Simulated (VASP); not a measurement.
Results of a VASP single-point calculation on KBr (strained rocksalt)

POSCAR

```
K  Br
 1.0000000000000000
    -0.0140895907000000    3.2881582294000000    3.2881582294000000
     3.2881582294000000   -0.0140895907000000    3.2881582294000000
     3.2881582294000000    3.2881582294000000   -0.0140895907000000
 K   Br
   1   1
Cartesian
  0.0000000000000000  0.0000000000000000  0.0000000000000000
  3.2811134340499994  3.2811134340499994  3.2811134340499990
```

```json
{
  "gap between bands v and c": "5.60 eV",
  "least direct gap": "5.60 eV"
}
```

Band v is the last that the valence electrons fill when counted band by band, and c is the next. Levels in eV from the top of v:

| point | v−1 | v | c | c+1 |
| --- | --- | --- | --- | --- |
| Γ | -0.01 | 0.00 | 5.60 | 8.94 |
| X | -0.33 | -0.31 | 7.05 | 8.50 |
| K | -0.68 | -0.37 | 7.81 | 9.49 |
| L | -0.37 | -0.37 | 7.75 | 9.62 |
| W | -0.63 | -0.57 | 8.65 | 8.65 |

Task: Which of these levels of theory gave these results?
A. PBE0
B. PBE with spin–orbit coupling
C. PBEsol
D. LDA
E. HSE06
F. r²SCAN
G. PBE

Result: E.

The INCAR was:

```
NSW = 0
ALGO = Normal
ISTART = 1
PREC = Accurate
EDIFF = 1E-7
LASPH = .TRUE.
GGA = PE
SIGMA = 0.01
NELM = 120
NBANDS = 15
ENCUT = 520
HFSCREEN = 0.2079
IBRION = -1
LREAL = .FALSE.
ISIF = 2
AEXX = 0.25
PRECFOCK = Fast
ISMEAR = 0
LHFCALC = .TRUE.
LWAVE = .FALSE.
LCHARG = .FALSE.
```
